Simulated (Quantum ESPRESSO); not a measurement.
Here is a Quantum ESPRESSO 7.5 calculation.

File pw.in:

```
&CONTROL
  calculation = 'scf'
  prefix = 'pwscf'
  outdir = './tmp'
  pseudo_dir = './pseudo'
  tprnfor = .true.
  tstress = .true.
  disk_io = 'low'
/
&SYSTEM
  ibrav = 0
  nat = 2
  ntyp = 2
  ecutwfc = 84
  nbnd = 14
  input_dft = 'wc'
  occupations = 'smearing'
  smearing = 'fd'
  degauss = 0.00367493
/
&ELECTRONS
  conv_thr = 4d-10
  electron_maxstep = 120
  mixing_beta = 0.5
/
ATOMIC_SPECIES
Mg    24.3050 Mg.upf
O     15.9990 O.upf
CELL_PARAMETERS angstrom
   0.0000000000    2.0970013927    2.0970013927
   2.0970013927    0.0000000000    2.0970013927
   2.0970013927    2.0970013927    0.0000000000
ATOMIC_POSITIONS crystal
Mg     0.0000000000    0.0000000000    0.0000000000
O      0.5000000000    0.5000000000    0.5000000000
K_POINTS automatic
8 8 8 1 1 1
```

File scf2.in:

```
&CONTROL
  calculation = 'scf'
  prefix = 'pwscf'
  outdir = './tmp'
  pseudo_dir = './pseudo'
  tprnfor = .true.
  tstress = .true.
  disk_io = 'low'
/
&SYSTEM
  ibrav = 0
  nat = 2
  ntyp = 2
  ecutwfc = 84
  nbnd = 14
  input_dft = 'wc'
  occupations = 'fixed'
/
&ELECTRONS
  conv_thr = 1d-13
  electron_maxstep = 120
  mixing_beta = 0.5
  startingpot = 'file'
  startingwfc = 'file'
/
ATOMIC_SPECIES
Mg    24.3050 Mg.upf
O     15.9990 O.upf
CELL_PARAMETERS angstrom
   0.0000000000    2.0970013927    2.0970013927
   2.0970013927    0.0000000000    2.0970013927
   2.0970013927    2.0970013927    0.0000000000
ATOMIC_POSITIONS crystal
Mg     0.0000000000    0.0000000000    0.0000000000
O      0.5000000000    0.5000000000    0.5000000000
K_POINTS automatic
8 8 8 1 1 1
```

Contents of ph.in:

```
dielectric of MgO
&INPUTPH
  prefix = 'pwscf'
  outdir = './tmp'
  tr2_ph = 1d-18
  fildyn = 'dyn'
  niter_ph = 90
  alpha_mix(1) = 0.7
  epsil = .true.
  trans = .false.
  zeu = .true.
/
0.0000000000 0.0000000000 0.0000000000
```

Potentials or basis: PseudoDojo 0.4.1 SR PBE standard.

Command:

```sh
$ OMP_NUM_THREADS=1 pw.x -in pw.in > pw.out
$ OMP_NUM_THREADS=1 pw.x -in scf2.in > scf2.out
$ OMP_NUM_THREADS=1 ph.x -in ph.in > ph.out
```

Task: Estimate the electronic dielectric tensor (diagonal).

Result: 3.21.

Task: Estimate the Born charges (mean of the diagonal).

Result: Mg +1.98; O -1.98 e.

Task: Estimate the pressure.

Result: 3.1 GPa.

Born effective charge tensors (e):
atom 1, Mg
```
1.98 0.00 0.00
0.00 1.98 0.00
0.00 0.00 1.98
```
atom 2, O
```
-1.98  0.00  0.00
 0.00 -1.98  0.00
 0.00  0.00 -1.98
```

Caveat: the potentials were made for another functional, which shifts forces and pressure; the cell is more than 3 GPa from zero pressure, which shifts response properties.

**Experimental background.**

From “Infrared Optical Properties of Ferropericlase (Mg1-xFexO): Experiment and Theory”, 2007, arxiv:0704.2267, for a bulk crystal of MgO at 295 K: high-frequency dielectric constant 2.95 ± 0.1.

Measured high-frequency dielectric constant of MgO: 2.95 (295 K; “Infrared Optical Properties of Ferropericlase (Mg1-xFexO): Experiment and Theory”, 2007, arxiv:0704.2267). This calculation gives 3.21 (+9.0 %).
